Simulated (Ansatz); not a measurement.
Runs of Ansatz 0.2.0 on GaP. The structure is cubic, space group F-43m (No. 216). The conventional cell has a = 5.451 Å, b = 5.451 Å, c = 5.451 Å, α = 90.00°, β = 90.00°, γ = 90.00°. Ga (site symmetry -43m) is surrounded by 4 P at 2.36 Å. P (site symmetry -43m) has 4 Ga at 2.36 Å as nearest neighbours. 

```tsv
task	level	potentials or basis	cell	k mesh	cutoff (eV)	smearing	basis error allowed	mesh quality	gap on the mesh (eV)	pressure (GPa)	relaxed volume (Å³/atom)
single point	PBE	all-electron LAPW, scalar-relativistic	as given	8 × 8 × 8	278	gaussian 0.014 eV	0.001 eV/atom	not flagged	1.64	2.5	-
phonons	LDA	all-electron LAPW, scalar-relativistic	as given	6 × 6 × 6	302	fermi-dirac 0.05 eV	0.001 eV/atom	not flagged	1.49	-	-
Born charges and dielectric tensor	PBEsol	all-electron PAW datasets made for the crystal	as given	8 × 8 × 8	270	fixed	-	not flagged	1.52	-	-
single point	HSE06	all-electron PAW datasets made for the crystal	as given	4 × 4 × 4	270	fermi-dirac 0.05 eV	-	coarse	2.31	-	-
single point	PBE	all-electron PAW datasets made for the crystal	as given	6 × 6 × 6	240	fermi-dirac 0.05 eV	-	not flagged	(c)	2.5	-
band structure	LDA	all-electron LAPW, scalar-relativistic	as given	8 × 8 × 8	279	fermi-dirac 0.05 eV	0.001 eV/atom	not flagged	1.49	(b)	-
single point	PBE	all-electron LAPW, scalar-relativistic	as given	4 × 4 × 4	240	fermi-dirac 0.03 eV	0.003 eV/atom	coarse	1.63	2.9	-
relaxation of cell and atoms	PBE+D4	all-electron LAPW, scalar-relativistic	relaxed	8 × 8 × 8	-	fermi-dirac 0.05 eV	0.001 eV/atom	not flagged	1.63	0.0	20.04
relaxation of cell and atoms	PBEsol	all-electron LAPW, scalar-relativistic	relaxed	8 × 8 × 8	-	fermi-dirac 0.05 eV	0.001 eV/atom	not flagged	1.50	0.0	20.10
band structure	BLYP	all-electron LAPW, scalar-relativistic	as given	8 × 8 × 8	278	fermi-dirac 0.05 eV	0.001 eV/atom	not flagged	1.66	6.3	-
relaxation of cell and atoms	revPBE+D4	all-electron LAPW, scalar-relativistic	relaxed	8 × 8 × 8	-	fermi-dirac 0.05 eV	0.001 eV/atom	not flagged	1.67	0.0	(a)
single point	PBE	all-electron LAPW, scalar-relativistic	as given	5 × 5 × 5	254	fermi-dirac 0.04 eV	0.002 eV/atom	not flagged	1.60	2.6	-
```

Alike in all rows: no spin polarisation.

Question: Fill in the values left out.

Answer: (a) 19.72; (b) -2.7; (c) 1.65.

Caveats: some runs use coarse meshes; the program warned that the printed levels may be off, so bands, gaps and densities of states are rough (some runs); an odd mesh through Γ misses points on the zone boundary, where band edges often lie (some runs).

A k mesh can miss the band edges, and the runs leave out spin-orbit coupling on Ga.

Not every run made on this cell is shown here.
